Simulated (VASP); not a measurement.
Write the native input for VASP 6.6.1 that does the following.

```
Task                   : relaxation of the atoms
Functional             : PBE
Potentials or basis    : VASP PAW PBE potentials, release 64 (Si)
Cutoff                 : 300 eV
k mesh                 : 8 × 8 × 8
Occupations            : methfessel-paxton, width 0.1 eV
Spin                   : no spin polarisation
Further INCAR settings : ALGO = Normal; EDIFF = 1e-07; IBRION = 2; EDIFFG = -0.01; NSW = 40
```

The structure of Si lies in POSCAR:

```
Si                                      
1.0
    0.0000000000      1.8849141413      1.8849141413
    1.8849141413      0.0000000000      1.8849141413
    1.8849141413      1.8849141413      0.0000000000
  Si            
     1
Direct
     0.0000000000000000    0.0000000000000000    0.0000000000000000
```

This isn't the form of Si at room conditions, which is diamond.

The cell isn't the ideal one: a relaxed cell with its volume scaled by 0.94.

These files were run (other wordings do the same):

INCAR

```
SYSTEM = Si
PREC = Accurate
ENCUT = 300
EDIFF = 1E-7
ISMEAR = 1
SIGMA = 0.1
LREAL = .FALSE.
LASPH = .TRUE.
NELM = 80
ALGO = Normal
ISIF = 2
LWAVE = .FALSE.
LCHARG = .FALSE.
GGA = PE
IBRION = 2
NSW = 40
EDIFFG = -0.01
```

KPOINTS

```
Automatic mesh
0
G
  8 8 8
  0 0 0
```

Potentials or basis: VASP PAW PBE potentials, release 64 (Si).

Run with:

```bash
$ cat potpaw_PBE.64/Si/POTCAR > POTCAR
$ mpirun -np 1 vasp_std > vasp.out
```

Results of the run:

| Item | Value |
| --- | --- |
| Pressure after relaxing | 6.2 GPa |
| Band gap on the k mesh | none (metal or under the smearing width) |

Caveat: the k mesh is coarse (spacing up to 0.36 Å⁻¹), so the values aren't converged; the cutoff is under 1.25 times the usual one of these potentials, so pressure, stress and relaxed cells hold a basis-set (Pulay) error; the relaxation stopped at its first step, so nothing moved.

It took 1.7 s on 1 thread of Intel(R) Xeon(R) Platinum 8488C (Sapphire Rapids) (shared host), peak memory 0.1 GiB.
